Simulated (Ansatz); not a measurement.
Take InCuS2 in the chalcopyrite structure (space group I-42d, No. 122; a = 5.577 Å, c = 11.234 Å) as the base. Axes: x, y, z lie along a, b, c of the conventional cell.

The values are results of DFT with PBE, PAW potentials and a 420 eV plane-wave cutoff in Ansatz (a program for electronic structure), spin-orbit coupling left out, not measurements.

For the base:

The pressure is 0.0 GPa. The shortest interatomic distance is 2.328 Å. The band gap comes out as zero.

Now apply this change: uniaxial strain ε_xx = −0.43 %, all other strain components held at zero, atoms relaxed at fixed cell.

**Question.** How does this affect the pressure, energy relative to the base, shortest interatomic distance and band gap?

**Answer.** The pressure (mean of the normal stresses, compression positive) goes from zero to 0.3 GPa; the energy stays essentially unchanged; the shortest interatomic distance falls by 0.0039 Å to 2.325 Å; the band gap is still zero.

Whether these cells are dynamically stable was not tested. All final runs are without spin polarisation. Gaps under 0.05 eV, about the width of the smearing, are given as zero. The zero or small gap of InCuS2 can change with the level of theory.
